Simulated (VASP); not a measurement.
# BN (Qingsongite) (F-43m) in VASP: settings compared, part 2 of 2

VASP 6.6.1.

## (4) Relaxation of cell and atoms, PBE

File INCAR:

```
PREC = Accurate
ENCUT = 300
EDIFF = 1E-6
ISMEAR = 0
SIGMA = 0.03
LREAL = False
LASPH = True
NELM = 80
ALGO = Normal
ISIF = 3
LWAVE = False
LCHARG = False
GGA = PE
IBRION = 2
NSW = 90
EDIFFG = -0.01
```

File KPOINTS:

```
Automatic mesh
0
Gamma
  7 7 7
```

File POSCAR:

```
BN
1.0
    0.0000000000      1.8075000000      1.8075000000
    1.8075000000      0.0000000000      1.8075000000
    1.8075000000      1.8075000000      0.0000000000
B N
1 1
Direct
    0.0000000000      0.0000000000      0.0000000000
    0.2500000000      0.2500000000      0.2500000000
```

Potentials or basis: VASP PAW PBE potentials, release 64 (B_s, N_s).

Launch:

```bash
$ cat potpaw_PBE.64/B_s/POTCAR potpaw_PBE.64/N_s/POTCAR > POTCAR
$ mpirun -np 1 vasp_std > vasp.out
```

OUTCAR:

```text
PREC = Accurate
   ENCUT = 300
   EDIFF = 1E-6
   ISMEAR = 0
   LREAL = False
   LASPH = True
   NELM = 80
   ISIF = 3
   GGA = PE
   IBRION = 2
   NSW = 90
   EDIFFG = -0.01

 ion  position               nearest neighbor table
   1  0.000  0.000  0.000-   2 1.57   2 1.57   2 1.57   2 1.57
   2  0.250  0.250  0.250-   1 1.57   1 1.57   1 1.57   1 1.57

  LATTYP: Found a face centered cubic cell.
 ALAT       =     3.6150000000

  Lattice vectors:

 A1 = (   0.0000000000,   1.8075000000,   1.8075000000)
 A2 = (   1.8075000000,   0.0000000000,   1.8075000000)
 A3 = (   1.8075000000,   1.8075000000,   0.0000000000)

Analysis of symmetry for initial positions (statically):
=====================================================================
 Subroutine PRICEL returns:
 Original cell was already a primitive cell.

 Routine SETGRP: Setting up the symmetry group for a
 face centered cubic supercell.

 Subroutine GETGRP returns: Found 24 space group operations
 (whereof 24 operations were pure point group operations)
 out of a pool of 48 trial point group operations.

[... 149 lines left out ...]

 number of electron       8.0000007 magnetization

 Free energy of the ion-electron system (eV)
  ---------------------------------------------------
  ext. energy  EPLUGINS =         0.00000000
  ---------------------------------------------------
  free energy    TOTEN  =       -17.41242067 eV

  energy without entropy =      -17.41242067  energy(sigma->0) =      -17.41242067

------------------------ aborting loop because EDIFF is reached ----------------------------------------

  FORCE on cell =-STRESS in cart. coord.  units (eV):
  Direction    XX          YY          ZZ          XY          YZ          ZX
  --------------------------------------------------------------------------------------
  -------------------------------------------------------------------------------------
  Total        0.2224879      0.2224879      0.2224879      0.0000000     -0.0000000      0.0000000
  in kB       30.1822757     30.1822757     30.1822757      0.0000000     -0.0000000      0.0000000
  external PRESSURE =      30.1822757 kB  Pullay stress =       0.0000000 kB
[... 59 lines left out ...]
--------------------------------------- Ionic step        3  -------------------------------------------

 number of electron       8.0000005 magnetization

 Free energy of the ion-electron system (eV)
  ---------------------------------------------------
  ext. energy  EPLUGINS =         0.00000000
  ---------------------------------------------------
  free energy    TOTEN  =       -17.41326449 eV

  energy without entropy =      -17.41326449  energy(sigma->0) =      -17.41326449

 E-fermi :   9.3006     XC(G=0): -12.7131

 val. band max:        9.1704314370   @ k =   0.0000   0.0000   0.0000
 cond. band min:      13.8881042359   @ k =   0.4286   0.4286   0.0000
 fundamental gap:      4.7176727989
 Fermi energy:         9.3005777962

 k-point     1 :       0.0000    0.0000    0.0000
  band No.  band energies     occupation
      1     -10.9862      2.00000
      2       9.1704      2.00000
      3       9.1704      2.00000
      4       9.1704      2.00000
      5      17.9666      0.00000
      6      17.9667      0.00000
      7      17.9667      0.00000
      8      19.3949      0.00000
[... 236 lines left out ...]
  FREE ENERGIE OF THE ION-ELECTRON SYSTEM (eV)
  ---------------------------------------------------
  free  energy   TOTEN  =       -17.4132644874 eV

  energy  without entropy=      -17.4132644874  energy(sigma->0) =      -17.41326449

 reached required accuracy - stopping structural energy minimisation
```

It took 3.3 s on 1 thread of AMD EPYC 7R13 (Zen 3), shared host; peak memory 0.07 GiB.

The run converged, but some of its settings lie outside the range that counts as converged, so its numbers aren't taken as properties of the crystal.

Results:

```
Free energy                            : -17.4133 eV
Relaxed volume                         : 5.95 Å³/atom
Relaxed cell                           : a = 2.563 Å, b = 2.563 Å, c = 2.563 Å, α = 60.00°, β = 60.00°, γ = 60.00°
Space group after relaxing (to 0.05 Å) : F-43m (No. 216)
Energy gained by relaxing              : 0.4 meV/atom
Ionic steps                            : 3
Band gap on the k mesh                 : 4.72 eV, indirect (least direct gap 8.80 eV)
```

Caveat: the k mesh is coarse (spacing up to 0.43 Å⁻¹), so the values aren't converged; the cutoff is under 1.25 times the usual one of these potentials, so pressure, stress and relaxed cells hold a basis-set (Pulay) error; an odd mesh through Γ misses points on the zone boundary, where band edges often lie.

## (5) Relaxation of cell and atoms, PBE

This run uses another cell than the first one, of 5.95 Å³/atom, 1.008 times its volume.

Changes to INCAR since step 4:

```diff
@@ -2,3 +2,3 @@
 ENCUT = 300
-EDIFF = 1E-6
+EDIFF = 1E-7
 ISMEAR = 0
@@ -15,2 +15,2 @@
 NSW = 90
-EDIFFG = -0.01
+EDIFFG = -0.005
```

KPOINTS is that of step 4.

File POSCAR:

```
BN                                      
1.0
    0.0000000000      1.8120978096      1.8120978096
    1.8120978096     -0.0000000000      1.8120978096
    1.8120978096      1.8120978096      0.0000000000
  B               N             
     1     1
Direct
     0.0000000000000000    0.0000000000000000    0.0000000000000000
     0.2500000000000000    0.2500000000000000    0.2500000000000000
```

Launch:

```bash
$ cat potpaw_PBE.64/B_s/POTCAR potpaw_PBE.64/N_s/POTCAR > POTCAR
$ mpirun -np 1 vasp_std > vasp.out
```

Run time: 2.2 s. Hardware: 1 thread of AMD EPYC 7R13 (Zen 3), shared host; peak memory 0.07 GiB.

The run converged, but some of its settings lie outside the range that counts as converged, so its numbers aren't taken as properties of the crystal.

Results:

| Quantity | Value |
| --- | --- |
| Free energy | -17.4141 eV |
| Band gap on the k mesh | 4.72 eV, indirect (least direct gap 8.80 eV) |

Caveat: the k mesh is coarse (spacing up to 0.43 Å⁻¹), so the values aren't converged; the cutoff is under 1.25 times the usual one of these potentials, so pressure, stress and relaxed cells hold a basis-set (Pulay) error; the relaxation stopped at its first step, so nothing moved; an odd mesh through Γ misses points on the zone boundary, where band edges often lie.

## (6) Relaxation of the atoms, PBE (a relaxed cell with its volume scaled by 0.94)

Changes to INCAR since step 5:

```diff
@@ -9,3 +9,3 @@
 ALGO = Normal
-ISIF = 3
+ISIF = 2
 LWAVE = False
@@ -14,3 +14,3 @@
 IBRION = 2
-NSW = 90
-EDIFFG = -0.005
+NSW = 40
+EDIFFG = -0.01
```

KPOINTS is that of step 5.

File POSCAR:

```
BN                                      
1.0
    0.0000000000      1.7751058419      1.7751058419
    1.7751058419      0.0000000000      1.7751058419
    1.7751058419      1.7751058419      0.0000000000
  B               N             
     1     1
Direct
     0.0000000000000000    0.0000000000000000    0.0000000000000000
     0.2500000000000000    0.2500000000000000    0.2500000000000000
```

Potentials or basis: VASP PAW PBE potentials, release 64 (B_s, N_s).

Launch:

```bash
$ cat potpaw_PBE.64/B_s/POTCAR potpaw_PBE.64/N_s/POTCAR > POTCAR
$ mpirun -np 1 vasp_std > vasp.out
```

It took 2.2 s on 1 thread of AMD EPYC 7R13 (Zen 3), shared host; peak memory 0.07 GiB.

The run converged. Its results:

```
Free energy            : -17.3496 eV
Band gap on the k mesh : 4.81 eV, indirect (least direct gap 9.09 eV)
```

Final structure:
```cif
data_structure
_symmetry_space_group_name_H-M 'P 1'
_symmetry_Int_Tables_number 1
_cell_length_a 2.5104
_cell_length_b 2.5104
_cell_length_c 2.5104
_cell_angle_alpha 60.000
_cell_angle_beta 60.000
_cell_angle_gamma 60.000
_cell_volume 11.19
loop_
_atom_site_label
_atom_site_type_symbol
_atom_site_fract_x
_atom_site_fract_y
_atom_site_fract_z
_atom_site_occupancy
B1 B 0.00000 0.00000 0.00000 1
N1 N 0.25000 0.25000 0.25000 1
```

Levels at points of the mesh, in eV from the valence-band top:
| k point | band 2 | band 3 | band 4 | band 5 | band 6 | band 7 |
| --- | --- | --- | --- | --- | --- | --- |
| (0.00, 0.00, 0.00) | 0.00 | 0.00 | 0.00 | 9.09 | 9.09 | 9.09 |

Caveat: the k mesh is coarse (spacing up to 0.44 Å⁻¹), so the values aren't converged; the cutoff is under 1.25 times the usual one of these potentials, so pressure, stress and relaxed cells hold a basis-set (Pulay) error; the relaxation stopped at its first step, so nothing moved; an odd mesh through Γ misses points on the zone boundary, where band edges often lie.
